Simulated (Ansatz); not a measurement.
**PbTe: the cell at several levels of theory**

An exercise on one series of results from a longer session: the logs are not shown, and one member is left open.

Program: Ansatz 0.2.0. PAW datasets, plane waves, zero pressure. Calculated at 0 K for a non-magnetic cell.

## Starting point

This is the cell as the run starts from it, not yet at rest; its lengths are not the crystal's.

Space group Fm-3m (No. 225), cubic; a = 6.033 Å in the conventional setting, 27.45 Å³ an atom. Pb has 6 Te at 3.02 Å; Te has 6 Pb at 3.02 Å.

As a file:

```cif
data_structure
_symmetry_space_group_name_H-M 'Fm-3m'
_symmetry_Int_Tables_number 225
_cell_length_a 6.0333
_cell_length_b 6.0333
_cell_length_c 6.0333
_cell_angle_alpha 90.000
_cell_angle_beta 90.000
_cell_angle_gamma 90.000
_cell_volume 219.62
loop_
_atom_site_label
_atom_site_type_symbol
_atom_site_symmetry_multiplicity
_atom_site_Wyckoff_symbol
_atom_site_fract_x
_atom_site_fract_y
_atom_site_fract_z
_atom_site_occupancy
Pb1 Pb 4 a 0.00000 0.00000 0.00000 1
Te1 Te 4 b 0.50000 0.00000 0.00000 1
```

Set-up of the first run:

File input.yaml:

```yaml
crystal:
  lattice:
    - [0.0, 3.016651, 3.016651]
    - [3.016651, 0.0, 3.016651]
    - [3.016651, 3.016651, 0.0]
  atoms:
    - { symbol: Pb, position: [0.0, 0.0, 0.0] }
    - { symbol: Te, position: [0.5, 0.5, 0.5] }
kpoints:
  mp_grid: { grid: [6, 6, 6] }
hamiltonian:
  xc: pbe
scf:
  occupations: { method: fermi_dirac, width: 0.02 }
relax:
  f_tol: 0.005
  cell: {}
output:
  write_density: true
  write_potential: true
  elf: true
  volumetric_format: npy
```

On the command line:

```sh
$ ansatz run input.yaml --threads 4 --pin off --max-ram 7372MiB --backend cpu --events-out ev --progress --plain --runs-dir out
```

Steps of the session up to this table: PBE: cell and atoms; Relaxing with r2SCAN; Relaxation with PBEsol; Relaxing with LDA; Relaxation with HSE06.

One of the session's tables, all rows but one given; the rest of the session is left out.

| level | a (Å) | volume (Å³/atom) |
| --- | --- | --- |
| PBE | 6.569 | 35.438 |
| r2SCAN | 6.536 | 34.896 |
| PBEsol | ? | ? |
| LDA | 6.382 | 32.487 |
| HSE06 | 6.519 | 34.624 |

**Question.** Estimate the row for PBEsol.

As computed: a (Å): 6.444; volume (Å³/atom): 33.442. In the column «a (Å)» it lies between LDA (6.382) and HSE06 (6.519).

The volume runs from LDA (least) to PBE (most), a spread of 9.1 %, or 2.9 % in length if all axes shared it alike. The meshes differ: PBE 6×6×6, r2SCAN 6×6×6, PBEsol 6×6×6, LDA 6×6×6, HSE06 4×4×4.
